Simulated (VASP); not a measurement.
Here is a VASP 6.6.1 calculation.

The input INCAR:

```
ALGO = Normal
DIPOL = 0.5 0.5 0.500
EDIFF = 1E-7
ENCUT = 520
GGA = PE
IDIPOL = 3
ISIF = 2
ISMEAR = -1
LASPH = T
LCHARG = T
LDIPOL = T
LELF = T
LREAL = F
LVACPOTAV = T
LVHAR = T
LWAVE = F
NBANDS = 36
NELM = 100
PREC = Accurate
SIGMA = 0.05
```

KPOINTS

```
k-points
0
Gamma
  12 12 1
```

File POSCAR:

```
Cu
1.0
    2.5307640267      0.0000000000      0.0000000000
   -1.2653820133      2.1917059381      0.0000000000
    0.0000000000      0.0000000000     23.2618150800
Cu
5
Direct
    0.0000000000      0.0000000000      0.3224168008
    0.3333333300      0.6666666600      0.4112084004
    0.0000000000      0.0000000000      0.5000000000
    0.6666666700      0.3333333400      0.5887915996
    0.0000000000      0.0000000000      0.6775831992
```

Potentials or basis: VASP PAW PBE potentials, release 64 (Cu).

Command:

```console
$ cat potpaw_PBE.64/Cu/POTCAR > POTCAR
$ mpirun -np 1 vasp_std > vasp.out
```

(1) Estimate the band gap on the k mesh.

(2) Predict the work function of the upper face.

(3) Estimate the largest force.

(4) What does it give for the work function of the lower face?

Answers

(1) none (metal or under the smearing width).

(2) 4.75 eV.

(3) 0.188 eV/Å.

(4) 4.75 eV.
